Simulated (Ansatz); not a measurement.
System: rutile RuO2. Method: PBE in Ansatz (plane waves, PAW).

Settings: plane-wave cutoff 500 eV, 10×10×12 k mesh (along the axes of the cell as run), Fermi–Dirac smearing 0.05 eV, magnetic order afm, scalar-relativistic PAW data made under PBE.

Computed at the level's own relaxed cell.

Q: Give the computed equilibrium volume per atom, lattice constant a and lattice parameter c.

A: 
equilibrium volume per atom: 10.64 Å³/atom
lattice constant a: 4.524 Å
lattice parameter c: 3.119 Å

Measured, for comparison: lattice constant a 4.497 Å, lattice parameter c 3.105 Å (room temperature, no zero-point or thermal correction; as tabulated in Hiroi (2015), arXiv:1503.02262). Computed (rounded) less measured: lattice constant a +0.6 %, lattice parameter c +0.5 %.

Static lattice: no zero-point or thermal effects.

Ansatz is a first-principles code.
